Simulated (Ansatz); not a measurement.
Mg2Si under compression and expansion

```xyz
3
Lattice="0.0000 3.1950 3.1950 3.1950 0.0000 3.1950 3.1950 3.1950 0.0000" Properties=species:S:1:pos:R:3 pbc="T T T"
Mg    1.5975    1.5975    1.5975
Mg    4.7925    4.7925    4.7925
Si    0.0000    0.0000    0.0000
```

The conventional cell has a = 6.390 Å, b = 6.390 Å, c = 6.390 Å, α = 90.00°, β = 90.00°, γ = 90.00°. Mg (atom 1) is surrounded by 4 Si at 2.77 Å. Si (atom 3) has 8 Mg at 2.77 Å as nearest neighbours.

The cell is COD entry 9009039, as deposited and not checked against the literature; nothing was relaxed. It differs from other determinations.

Levels of theory: DFT, PBE, all-electron LAPW, scalar-relativistic (Ansatz 0.2.0); DFT, PBE, PAW with Ansatz's default frozen-core files, scalar-relativistic (Ansatz 0.2.0).

For LAPW: a Γ-centred 9×9×9 k mesh, Fermi–Dirac smearing of 0.05 eV, basis error target 0.5 meV/atom, no spin polarisation. PAW takes a cutoff of 420 eV at this cell. The Ansatz runs share mesh, smearing and spin set-up. Plane-wave (PAW) pressures include the program's estimate of the Pulay term.

The cell above is scaled evenly, with fractional coordinates and shape held.

```
V/V(cell)  V (Å³/atom)  P, LAPW (GPa)  P, PAW (GPa)  gap on the k mesh, LAPW (eV)  free energy over the lowest listed, PAW (meV/atom)
   0.9400       20.439           2.95          2.99                          0.24                                                 9.3
   0.9600       20.873              ?             ?                             ?                                                   ?
   0.9800       21.308           0.43          0.46                          0.29                                                 0.2
   0.9900       21.526          -0.13         -0.10                          0.30                                                 0.0
   1.0000       21.743          -0.65         -0.63                          0.31                                                 0.5
   1.0100       21.961          -1.16         -1.13                          0.32                                                 1.7
   1.0200       22.178          -1.63         -1.61                          0.33                                                 3.6
   1.0400       22.613          -2.51         -2.49                          0.35                                                 9.1
   1.0600       23.048          -3.31         -3.29                          0.34                                                17.0
```

(1) Fill in the row V/V(cell) = 0.9600.

(2) What do Birch–Murnaghan fits to the pressures give?

Answers

(1) P, LAPW (GPa) = 1.62, P, PAW (GPa) = 1.66, gap on the k mesh, LAPW (eV) = 0.27, free energy over the lowest listed, PAW (meV/atom) = 3.1.

(2) LAPW: V0 = 21.47 Å³/atom, B0 = 54 GPa, B0′ = 4.1; PAW: V0 = 21.49 Å³/atom, B0 = 54 GPa, B0′ = 4.1.
